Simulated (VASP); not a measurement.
# ZnS (Wurtzite-2H) (P6_3mc) in VASP: a series of runs, part 2 of 2

VASP 6.6.1. The steps go on from the part before.

### Step 3. Dielectric tensor, PBE

File INCAR:

```
PREC = Accurate
ENCUT = 300
EDIFF = 1E-8
ISMEAR = 0
SIGMA = 0.01
LREAL = F
LASPH = T
NELM = 100
ALGO = Normal
ISIF = 2
LWAVE = F
LCHARG = F
GGA = PE
LEPSILON = T
```

File KPOINTS:

```
Automatic mesh
0
Gamma
  5 5 3
```

File POSCAR:

```
ZnS
1.0
    3.8110000000      0.0000000000      0.0000000000
   -1.9055000000      3.3004228138      0.0000000000
    0.0000000000      0.0000000000      6.2340000000
Zn S
2 2
Direct
    0.6666666667      0.3333333333      0.5000000000
    0.3333333333      0.6666666667      0.0000000000
    0.6666666667      0.3333333333      0.8850000000
    0.3333333333      0.6666666667      0.3850000000
```

Potentials or basis: VASP PAW PBE potentials, release 64 (Zn, S).

Started as:

```
$ cat potpaw_PBE.64/Zn/POTCAR potpaw_PBE.64/S/POTCAR > POTCAR
$ mpirun -np 1 vasp_std > vasp.out
```

OUTCAR:

```text
PREC = Accurate
   ENCUT = 300
   EDIFF = 1E-8
   ISMEAR = 0
   LREAL = F
   LASPH = T
   NELM = 100
   ISIF = 2
   GGA = PE
   LEPSILON = T

 Found     10 irreducible k-points:

 Following reciprocal coordinates:
            Coordinates               Weight
  0.000000  0.000000  0.000000      1.000000
  0.200000  0.000000  0.000000      6.000000
  0.400000  0.000000  0.000000      6.000000
  0.200000  0.200000  0.000000      6.000000
  0.400000  0.200000  0.000000      6.000000
  0.000000  0.000000  0.333333      2.000000
   k-points           NKPTS =     10   k-points in BZ     NKDIM =     10   number of bands    NBANDS=     22
   number of dos      NEDOS =    301   number of ions     NIONS =      4
   total plane-waves  NPLWV =  20736
   dimension x,y,z NGX =    24 NGY =   24 NGZ =   36
   dimension x,y,z NGXF=    48 NGYF=   48 NGZF=   72
   ions per type =               2   2
   NGX,Y,Z   is equivalent  to a cutoff of  10.47, 10.47,  9.60 a.u.
   NGXF,Y,Z  is equivalent  to a cutoff of  20.94, 20.94, 19.20 a.u.
 SYSTEM =  unknown system
   PREC   = accura    normal or accurate (medium, high low for compatibility)
   ISTART =      0    job   : 0-new  1-cont  2-samecut
   ICHARG =      2    charge: 1-file 2-atom 10-const
   ISPIN  =      1    spin polarized calculation?
   LNONCOLLINEAR =      F non collinear calculations
   LSORBIT =      F    spin-orbit coupling
   LASPH  =      T    aspherical Exc in radial PAW
   ENCUT  =  300.0 eV  22.05 Ry    4.70 a.u.   5.38  5.38  8.80*2*pi/ulx,y,z
   NELM   =    100;   NELMIN=  2; NELMDL= -5     # of ELM steps
   EDIFF  = 0.1E-07   stopping-criterion for ELM
   LREAL  =      F    real-space projection
   EDIFFG = 0.1E-06   stopping-criterion for IOM
   NSW    =      0    number of steps for IOM
   IBRION =     -1    ionic relax: 0-MD 1-quasi-New 2-CG
   NFREE  =      0    steps in history (QN), initial steepest desc. (CG)
   ISIF   =      2    stress and relaxation
   ISYM   =      2    0-nonsym 1-usesym 2-fastsym
   POTIM  = 0.5000    time-step for ionic-motion
   TEBEG  =    0.0;   TEEND  =   0.0 temperature during run
   PSTRESS=    0.0 pullay stress
   NELECT =      36.0000    total number of electrons
   NUPDOWN=      -1.0000    fix difference up-down
   EMIN   =  10.00;   EMAX   =-10.00  energy-range for DOS
   EFERMI =   0.00;   METHOD = LEGACY
   ISMEAR =     0;   SIGMA  =   0.01  broadening in eV -4-tet -1-fermi 0-gaus
   EFERMI_NEDOS =   21; number of points for ismear=-14 and -15
   IALGO  =     38    algorithm
   IMIX   =      4    mixing-type and parameters
     AMIX     =   0.40;   BMIX     =  1.00
     AMIX_MAG =   1.60;   BMIX_MAG =  1.00
  volume/ion in A,a.u.               =      19.60       132.29
  Fermi-wavevector in a.u.,A,eV,Ry     =   1.262943  2.386617 21.701647  1.595026
  Thomas-Fermi vector in A             =   2.396326
   LORBIT       =      0    0 simple, 1 ext, 2 COOP (PROOUT), +10 PAW based schemes
   GGA     = PE    functional components
   LHFCALC =     F    Hartree Fock is set to
   AEXX    =    0.0000 exact exchange contribution
   IVDW    =     0    specifies the selected vdW correction
   LEPSILON=     T    determine dielectric tensor
   LRPA    =     F    only Hartree local field effects (RPA)
 non-spin polarized calculation
 Gauss-broadening in eV      SIGMA  =   0.01
  energy-cutoff  :      300.00
  volume of cell :       78.41
 maximum number of plane-waves:       941
 NGX is ok and might be reduce to    24
   NGX = 11   NGY = 11   NGZ = 17

--------------------------------------- Ionic step        1  -------------------------------------------

 number of electron      35.9999890 magnetization
[... 167 lines left out ...]

 VOLUME and BASIS-vectors are now :
 -----------------------------------------------------------------------------
  energy-cutoff  :      300.00
  volume of cell :       78.41
      direct lattice vectors                 reciprocal lattice vectors
     3.811000000  0.000000000  0.000000000     0.262398321  0.151495741  0.000000000
    -1.905500000  3.300422814  0.000000000     0.000000000  0.302991482  0.000000000
     0.000000000  0.000000000  6.234000000     0.000000000  0.000000000  0.160410651

 POSITION                                       TOTAL-FORCE (eV/Angst)
 -----------------------------------------------------------------------------------
      1.90550      1.10014      3.11700         0.000000      0.000000      0.324361
     -0.00000      2.20028      0.00000         0.000000      0.000000      0.324361
      1.90550      1.10014      5.51709        -0.000000      0.000000     -0.324361
     -0.00000      2.20028      2.40009         0.000000     -0.000000     -0.324361
 -----------------------------------------------------------------------------------
    total drift:                                0.000000      0.000001     -0.002977

  FREE ENERGIE OF THE ION-ELECTRON SYSTEM (eV)
  ---------------------------------------------------
  free  energy   TOTEN  =       -13.6333802565 eV

  energy  without entropy=      -13.6333802565  energy(sigma->0) =      -13.63338026

 HEAD OF MICROSCOPIC STATIC DIELECTRIC TENSOR (INDEPENDENT PARTICLE, excluding Hartree and local field effects)
 ------------------------------------------------------
           6.822980     0.000000     0.000000
           0.000000     6.822980    -0.000000
           0.000000     0.000000     6.596538
 ------------------------------------------------------

 Free energy of the ion-electron system (eV)
  ---------------------------------------------------
  ---------------------------------------------------
  free energy    TOTEN  =        -1.26540554 eV

  energy without entropy =       -1.26540554

------------------------ aborting loop because EDIFF is reached ----------------------------------------

--------------------------------------- Ionic step        2  -------------------------------------------

------------------------ aborting loop because EDIFF is reached ----------------------------------------

--------------------------------------- Ionic step        3  -------------------------------------------

 Free energy of the ion-electron system (eV)
  ---------------------------------------------------
  ---------------------------------------------------
  free energy    TOTEN  =        -1.22164714 eV

  energy without entropy =       -1.22164714

------------------------ aborting loop because EDIFF is reached ----------------------------------------

 PIEZOELECTRIC TENSOR FIELD DIRECTION 3  (e Angst)
 -----------------------------------------------------------------------------
     1.69870  0.00000  0.00000           ( -0.01418  0.00000  0.00000)
     0.00000  1.69870 -0.00000           (  0.00000 -0.01418  0.00000)
     0.00000 -0.00000 -4.07182           (  0.00000  0.00000  0.00752)

 PIEZOELECTRIC TENSOR FIELD DIRECTION 3  (C/m^2)
 -----------------------------------------------------------------------------
     0.34710  0.00000  0.00000
     0.00000  0.34710 -0.00000
     0.00000 -0.00000 -0.83200

 MACROSCOPIC STATIC DIELECTRIC TENSOR (including local field effects in DFT)
 ------------------------------------------------------
           6.431381    -0.000000     0.000000
           0.000000     6.431381     0.000000
          -0.000000     0.000000     6.229107
 ------------------------------------------------------

 PIEZOELECTRIC TENSOR (including local field effects)  for field in x, y, z        (e  Angst)
          XX          YY          ZZ          XY          YZ          ZX
  --------------------------------------------------------------------------------
  x    -0.00000    -0.00000     0.00000     0.00000     0.00000     1.74119
  y     0.00000    -0.00000     0.00000     0.00000     1.74119     0.00000
  z     1.69870     1.69870    -4.07182     0.00000     0.00000     0.00000

 PIEZOELECTRIC TENSOR (including local field effects)  for field in x, y, z        (C/m^2)
          XX          YY          ZZ          XY          YZ          ZX
  --------------------------------------------------------------------------------
  x    -0.00000    -0.00000     0.00000     0.00000     0.00000     0.35578
  y     0.00000    -0.00000     0.00000     0.00000     0.35578     0.00000
  z     0.34710     0.34710    -0.83200     0.00000     0.00000     0.00000

 BORN EFFECTIVE CHARGES (including local field effects) (in |e|, cummulative output)
 ---------------------------------------------------------------------------------
 ion    1
    1     2.04668     0.00000    -0.00000
    2     0.00000     2.04668    -0.00000
    3     0.00000     0.00000     2.08827
 ion    2
    1     2.04668     0.00000     0.00000
    2     0.00000     2.04668     0.00000
    3     0.00000    -0.00000     2.08827
 ion    3
    1    -2.04668    -0.00000    -0.00000
    2     0.00000    -2.04668     0.00000
    3     0.00000     0.00000    -2.08827
 ion    4
    1    -2.04668     0.00000     0.00000
    2     0.00000    -2.04668     0.00000
    3     0.00000     0.00000    -2.08827
```

OSZICAR:

```text
[... 13 lines left out ...]
RMM:   6    -0.121912485227E+01    0.34987E-03   -0.61741E-04   724   0.116E-01    0.227E-02
RMM:   7    -0.122116176608E+01   -0.20369E-02   -0.80047E-05   743   0.422E-02    0.975E-03
RMM:   8    -0.122158056063E+01   -0.41879E-03   -0.79205E-06   726   0.148E-02    0.166E-03
RMM:   9    -0.122162894707E+01   -0.48386E-04   -0.15701E-06   749   0.448E-03    0.904E-04
RMM:  10    -0.122164392514E+01   -0.14978E-04   -0.41098E-06   683   0.132E-03    0.376E-04
RMM:  11    -0.122165012363E+01   -0.61985E-05   -0.10730E-08   749   0.661E-04    0.656E-05
RMM:  12    -0.122164646302E+01    0.36606E-05   -0.10489E-06   659   0.261E-04    0.368E-05
RMM:  13    -0.122164710164E+01   -0.63862E-06   -0.26938E-07   468   0.151E-04    0.133E-05
RMM:  14    -0.122164714061E+01   -0.38975E-07    0.47035E-08   377   0.126E-04    0.393E-06
```

stdout:

```text
POSCAR found type information on POSCAR ZnS
 POSCAR found :  2 types and       4 ions
 scaLAPACK will be used
 LDA part: xc-table for (Slater+PW92), standard interpolation
 POSCAR, INCAR and KPOINTS ok, starting setup
 FFT: planning ... GRIDC
 FFT: planning ... GRID_SOFT
 FFT: planning ... GRID
 WAVECAR not read
 entering main loop
 Linear response reoptimize wavefunctions to high precision
 Linear response G [H, r] |phi>, progress :
  Direction:   1
 Linear response G [H, r] |phi>, progress :
  Direction:   2
 Linear response G [H, r] |phi>, progress :
  Direction:   3
 Linear response to external field (no local field effect), progress :
  Direction:   1
 dielectric tensor                  component  1 :     5.765    -1.943    -0.385
 Linear response to external field (no local field effect), progress :
  Direction:   2
 dielectric tensor                  component  2 :    -1.943     7.881    -0.420
 Linear response to external field (no local field effect), progress :
  Direction:   3
 dielectric tensor                  component  3 :    -0.386    -0.420     6.597
 Linear response to external field, progress :
  Direction:   1
 dielectric tensor                  component  1 :     6.431    -0.522     0.000
 Linear response to external field, progress :
  Direction:   2
 dielectric tensor                  component  2 :    -1.262     6.431     0.000
 Linear response to external field, progress :
  Direction:   3
 dielectric tensor                  component  3 :    -0.386    -0.418     6.229
 Born effective charges drift removed
```

It took 78 s on 1 thread of Intel Xeon Platinum 8488C (Sapphire Rapids), shared host; peak memory 0.18 GiB.

The run converged, but some of its settings lie outside the range that counts as converged, so its numbers aren't taken as properties of the crystal.

What came out:

```
Band gap on the k mesh                  : 2.24 eV, direct
Electronic dielectric tensor (diagonal) : 6.43, 6.43, 6.23
Born charges (mean of the diagonal)     : Zn +2.06; S -2.06 e
```

Caveat: the cutoff is under 1.25 times the usual one of these potentials, so pressure, stress and relaxed cells hold a basis-set (Pulay) error.

### Step 4. For comparison

An earlier run on the cell as given: functional PBEsol; potentials or basis VASP PAW PBE potentials, release 64 (Zn, S); cutoff 520 eV; k mesh 8 × 8 × 5; occupations fermi-dirac, width 0.05 eV; no spin polarisation.

- Pressure: -1.1 GPa
- Largest force: 0.309 eV/Å
- Band gap on the k mesh: 2.12 eV, direct
